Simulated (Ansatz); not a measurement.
# Ga18HN18: the cost of one run

Computed with Ansatz 0.2.0 (DFT PBE, scalar-relativistic, plane waves, PAW, unless a step's input says otherwise).

3 further runs of the same task are left out: 3 set aside as unsound or not needed.

## Step 1: The starting structure

It takes space group P6_3mc (No. 186, hexagonal). Conventional cell: a = 3.218 Å, b = 3.218 Å, c = 5.243 Å, α = 90.00°, β = 90.00°, γ = 120.00°. Ga (site symmetry 3m) is surrounded by 4 N at 1.97 to 1.98 Å. N (site symmetry 3m) is surrounded by 4 Ga at 1.97 to 1.98 Å.

Structure file:

```cif
data_structure
_symmetry_space_group_name_H-M 'P6_3mc'
_symmetry_Int_Tables_number 186
_cell_length_a 3.2184
_cell_length_b 3.2184
_cell_length_c 5.2432
_cell_angle_alpha 90.000
_cell_angle_beta 90.000
_cell_angle_gamma 120.000
_cell_volume 47.03
loop_
_atom_site_label
_atom_site_type_symbol
_atom_site_symmetry_multiplicity
_atom_site_Wyckoff_symbol
_atom_site_fract_x
_atom_site_fract_y
_atom_site_fract_z
_atom_site_occupancy
Ga1 Ga 2 b 0.66667 0.33333 0.49913 1
N1 N 2 b 0.66667 0.33333 0.87587 1
```

It goes back to an entry of the Materials Project.

It is the result of an earlier relaxation at this level (volume 11.76 Å³/atom; gap on the mesh: 1.71 eV).

The host's static dielectric tensor, from an earlier linear-response run, has a mean of 10.89.

The perfect supercell (rows 1 2 -1; 1 -1 -1; -2 -1 -1 in vectors of this cell) was computed beforehand with the same settings: E(σ→0) = -75022.5201 eV for 36 atoms, gap 3.09 eV on its own mesh.

## Step 2: Making the defect

The extra atom is put at (0.931, 0.931, 0.931) of the supercell, the middle of a void of radius 2.06 Å. A small random displacement (spread 0.06 Å) lets the symmetry of the site break. Its neighbours are 3 N at 2.06 Å, 3 Ga at 2.16 Å, 3 Ga at 2.40 Å.

## Step 3: Relaxing the defect, charge 0

input.yaml reads:

```yaml
crystal:
  lattice:
    - [-1.0e-10, 5.5743817708, -5.2431684095]
    - [4.8275562239, -2.7871908853, -5.2431684095]
    - [-4.8275562239, -2.7871908854, -5.2431684095]
  atoms:
    - { symbol: Ga, position: [0.9447328234, 0.2780661568, 0.2780661568] }
    - { symbol: Ga, position: [0.2780661568, 0.9447328234, 0.2780661568] }
    - { symbol: Ga, position: [0.9336447285, 0.6094024531, 0.942618494], spin: 0.1 }
    - { symbol: Ga, position: [0.6113994901, 0.6113994901, 0.2780661568] }
    - { symbol: Ga, position: [0.2780661568, 0.2780661568, 0.9447328234] }
    - { symbol: Ga, position: [0.9461337931, 0.9436843979, 0.6091358514], spin: 0.1 }
    - { symbol: Ga, position: [0.6147068862, 0.9375478101, 0.9437443181], spin: 0.1 }
    - { symbol: Ga, position: [0.2780661568, 0.6113994901, 0.6113994901] }
    - { symbol: Ga, position: [0.6113994901, 0.2780661568, 0.6113994901] }
    - { symbol: Ga, position: [0.8998324919, 0.8815440037, 0.2213103674], spin: 0.1 }
    - { symbol: Ga, position: [0.2225106012, 0.5558439345, 0.2225106012] }
    - { symbol: Ga, position: [0.8871372972, 0.223283296, 0.8850086934], spin: 0.1 }
    - { symbol: Ga, position: [0.5558439345, 0.2225106012, 0.2225106012] }
    - { symbol: Ga, position: [0.2141113503, 0.8940272783, 0.8936219585], spin: 0.1 }
    - { symbol: Ga, position: [0.8891772679, 0.5558439345, 0.5558439345] }
    - { symbol: Ga, position: [0.5558439345, 0.5558439345, 0.8891772679] }
    - { symbol: Ga, position: [0.2225106012, 0.2225106012, 0.5558439345] }
    - { symbol: Ga, position: [0.5558439345, 0.8891772679, 0.5558439345] }
    - { symbol: "N", position: [0.8191560655, 0.1524893988, 0.1524893988] }
    - { symbol: "N", position: [0.1524893988, 0.8191560655, 0.1524893988] }
    - { symbol: "N", position: [0.8191560655, 0.4858227321, 0.8191560655] }
    - { symbol: "N", position: [0.4858227321, 0.4858227321, 0.1524893988] }
    - { symbol: "N", position: [0.1524893988, 0.1524893988, 0.8191560655] }
    - { symbol: "N", position: [0.8191560655, 0.8191560655, 0.4858227321] }
    - { symbol: "N", position: [0.4858227321, 0.8191560655, 0.8191560655] }
    - { symbol: "N", position: [0.1524893988, 0.4858227321, 0.4858227321] }
    - { symbol: "N", position: [0.4858227321, 0.1524893988, 0.4858227321] }
    - { symbol: "N", position: [0.0969338432, 0.0969338432, 0.4302671766] }
    - { symbol: "N", position: [0.4302671766, 0.7636005099, 0.4302671766] }
    - { symbol: "N", position: [0.0969338432, 0.4302671766, 0.0969338432] }
    - { symbol: "N", position: [0.7636005099, 0.4302671766, 0.4302671766] }
    - { symbol: "N", position: [0.4302671766, 0.0969338432, 0.0969338432] }
    - { symbol: "N", position: [0.0958700593, 0.7753338029, 0.759312642], spin: 0.1 }
    - { symbol: "N", position: [0.7675903037, 0.768879331, 0.0833185332], spin: 0.1 }
    - { symbol: "N", position: [0.4302671766, 0.4302671766, 0.7636005099] }
    - { symbol: "N", position: [0.7676771498, 0.1008855511, 0.7649600268], spin: 0.1 }
    - { symbol: H, position: [0.9320391667, 0.9294724589, 0.9384157384], spin: 0.1 }
  host:
    lattice:
      - [3.2183708159, 0.0, 0.0]
      - [-1.609185408, 2.7871908854, 0.0]
      - [0.0, 0.0, 5.2431684095]
    atoms:
      - { symbol: Ga, position: [0.6666666667, 0.3333333333, 0.4991348631] }
      - { symbol: Ga, position: [0.3333333333, 0.6666666667, 0.9991348631] }
      - { symbol: "N", position: [0.6666666667, 0.3333333333, 0.8758651369] }
      - { symbol: "N", position: [0.3333333333, 0.6666666667, 0.3758651369] }
basis:
  ecutwfc: 420
  xc_grid: 2
kpoints:
  mp_grid: { grid: [2, 2, 2], shift: [0.5, 0.5, 0.5] }
hamiltonian:
  xc: pbe
scf:
  occupations: { method: gaussian, width: 0.01 }
output:
  forces: true
  stress: false
  eigenvalues: true
  populations: true
  charged_corrections:
    defect_position: [0.93055556, 0.93055556, 0.93055556]
    epsilon: [[10.4928, 0.0, 0.0], [0.0, 10.4928, 0.0], [0.0, 0.0, 11.6882]]
  write_density: true
  write_potential: true
  elf: true
  volumetric_format: npy
magnetization:
  spin_polarized: true
relax:
  adjacent_minimum: "off"
  f_tol: 0.025
  max_steps: 45
```

Launch:

```sh
$ ansatz run input.yaml --threads 4 --pin off --max-ram 10240MiB --backend cpu --events-out ev --progress --plain --runs-dir out
```

What time and memory should one allow on 4 threads of Intel Xeon 6975P-C (Granite Rapids), shared host?

About 1.9 min, with a peak of 2 GiB.
